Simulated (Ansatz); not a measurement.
The system is SnO2.

```xyz
3
Lattice="0.0000 2.5741 2.5741 2.5741 0.0000 2.5741 2.5741 2.5741 0.0000" Properties=species:S:1:pos:R:3 pbc="T T T"
Sn    0.0000    0.0000    0.0000
O     3.8612    3.8612    3.8612
O     1.2871    1.2871    1.2871
```

Measurements of this composition are mostly on another form, of space group No. 136.

- Program: Ansatz 0.2.0
- Task: relaxation of cell and atoms
- Functional: PBE
- Dispersion: D4
- Potentials or basis: Ansatz PAW
- Cutoff: 420 eV (not typed: the program's choice for these potentials)
- k mesh: 9 × 9 × 9
- Occupations: fermi-dirac, width 0.05 eV
- Spin: no spin polarisation

At the start: volume 11.37 Å³/atom.

**Question.** How do energy, volume and symmetry change on relaxing?

**Answer.** It ends after 6 steps and the volume is 11.12 Å³/atom (-2.2 %); space group Fm-3m (No. 225, to 0.05 Å).

The path:
```
step  energy change (eV)  largest force (eV/Å)  volume (Å³)
   1              0.0000                0.0000        34.11
   2             -0.0145                0.0000        33.36
   3             -0.0144                0.0000        33.38
   4             -0.0103                0.0000        33.38
   5             -0.0105                0.0000        33.35
   6             -0.0102                0.0000        33.35
```

Final structure:
```
Sn O
1.0
     0.00000    2.55483    2.55483
     2.55483    0.00000    2.55483
     2.55483    2.55483    0.00000
Sn O
1 2
Direct
  0.00000 0.00000 0.00000
  0.75000 0.75000 0.75000
  0.25000 0.25000 0.25000
```

Caveat: the plane-wave basis is chosen anew once the cell has moved, so the energies of steps on either side of that aren't comparable; the pressure holds a Pulay correction of +1.0 GPa for the finite cutoff; pairwise dispersion overbinds metals, which lowers pressure and volume.
